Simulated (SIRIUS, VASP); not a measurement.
Given: the input of a run of SIRIUS 7.10.0 on BN. Measurements of this composition are mostly on another form, of space group No. 194.

Contents of sirius.json:

```json
{
  "control": {
    "processing_unit": "cpu",
    "verbosity": 2,
    "num_bands_to_print": 15,
    "print_forces": true,
    "print_stress": true
  },
  "parameters": {
    "electronic_structure_method": "pseudopotential",
    "xc_functionals": ["XC_GGA_X_PBE_SOL", "XC_GGA_C_PBE_SOL"],
    "gk_cutoff": 9.2,
    "pw_cutoff": 18.4,
    "ngridk": [12, 12, 6],
    "shiftk": [0, 0, 0],
    "smearing": "fermi_dirac",
    "smearing_width": 0.0018374661,
    "num_bands": 15,
    "num_mag_dims": 0,
    "num_dft_iter": 100,
    "energy_tol": 1e-08,
    "density_tol": 1e-06
  },
  "iterative_solver": {
    "type": "davidson",
    "min_tolerance": 1e-09,
    "tolerance_scale": [0.1, 0.25]
  },
  "mixer": {
    "type": "anderson",
    "beta": 0.7,
    "max_history": 8
  },
  "settings": {
    "tol_ne": 1e-10,
    "pseudo_grid_cutoff": 6.5
  },
  "unit_cell": {
    "lattice_vectors": [
      [4.826246386049, 0.0, 0.0],
      [-2.413123193119, 4.179651975235, 0.0],
      [0.0, 0.0, 7.987598318505]
    ],
    "atom_coordinate_units": "lattice",
    "atom_types": ["N", "B"],
    "atom_files": {
      "B": "B.json",
      "N": "N.json"
    },
    "atoms": {
      "N": [
        [0.3333333333, 0.6666666667, 0.125276],
        [0.6666666667, 0.3333333333, 0.625276]
      ],
      "B": [
        [0.3333333333, 0.6666666667, 0.499724],
        [0.6666666667, 0.3333333333, 0.999724]
      ]
    }
  }
}
```

Potentials or basis: PseudoDojo 0.4.1 PBEsol standard (scalar relativistic).

Launch:

```sh
$ upf_to_json B.upf
$ upf_to_json N.upf
$ OMP_NUM_THREADS=1 sirius.scf --input=sirius.json --output=out.json --task=0
```

Translate it to VASP 6.6.1. Potentials or basis there: PBE PAW files B, N, 520 eV.

As run (cutoffs and basis follow the program's own potentials, and thresholds, step limits or extra output files can differ):

File INCAR:

```
ALGO = Normal ; EDIFF = 1E-7
ENCUT = 520 ; GGA = PS
ISIF = 2 ; ISMEAR = -1
LASPH = True ; LCHARG = False
LREAL = False ; LWAVE = False
NBANDS = 16 ; NELM = 60
PREC = Accurate ; SIGMA = 0.05
```

KPOINTS

```
k-points
0
Gamma
  12 12 6
```

The input POSCAR:

```
BN
1.0
    2.5539396017      0.0000000000      0.0000000000
   -1.2769698009      2.2117765748      0.0000000000
    0.0000000000      0.0000000000      4.2268550000
N B
2 2
Direct
    0.3333333333      0.6666666667      0.1252760000
    0.6666666667      0.3333333333      0.6252760000
    0.3333333333      0.6666666667      0.4997240000
    0.6666666667      0.3333333333      0.9997240000
```

Potentials or basis: VASP PAW PBE potentials, release 64 (N, B).

Run with:

```bash
$ cat potpaw_PBE.64/N/POTCAR potpaw_PBE.64/B/POTCAR > POTCAR
$ mpirun -np 1 vasp_std > vasp.out
```

Both were run:

|  | SIRIUS | VASP |
| --- | --- | --- |
| Pressure | -5.3 GPa | -5.4 GPa |

VASP's potentials were made for PBE.

The two runs disagree by more than potentials and bases usually give (in gap, levels, pressure or energy); the cause wasn't traced.

Pressure is positive in compression.
